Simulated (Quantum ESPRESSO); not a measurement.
Crystal: PbS (Galena).

```xyz
2
Lattice="0.0000 2.9657 2.9657 2.9657 0.0000 2.9657 2.9657 2.9657 0.0000" Properties=species:S:1:pos:R:3 pbc="T T T"
Pb    0.0000    0.0000    0.0000
S     2.9657    2.9657    2.9657
```

* Program: Quantum ESPRESSO 7.5
* Task: phonons
* Functional: RPBE
* Potentials or basis: PseudoDojo 0.4.1 SR PBE standard
* Cutoff: 762 eV
* Density cutoff: 3048 eV
* k mesh: 4 × 4 × 4, shifted
* Occupations: fermi-dirac, width 0.05 eV
* Spin: no spin polarisation
* Mixing beta: 0.5
* Most SCF iterations: 120
* SCF threshold: 4e-10 Ry

The cell and the atoms were relaxed first, to 28.01 Å³/atom (a = 4.295 Å, b = 4.295 Å, c = 4.295 Å, α = 60.00°, β = 60.00°, γ = 60.00°), and the response was taken there.

The first run showed a gap, so the response started from a second, tighter run with fixed occupations.

Task: Where do the zone-centre optical modes lie?

Result: T1u at 31 cm⁻¹ (IR). Polar modes are given without the macroscopic field (transverse values).

Optical modes at Γ, degenerate ones joined, polar ones without the macroscopic field:
| cm⁻¹ | components | symmetry | active in | IR intensity, summed ((D/Å)²/amu) |
| --- | --- | --- | --- | --- |
| 31 | 3 | T1u | IR | 43.36 |

Caveat: the potentials were made for another functional, which shifts forces and pressure.
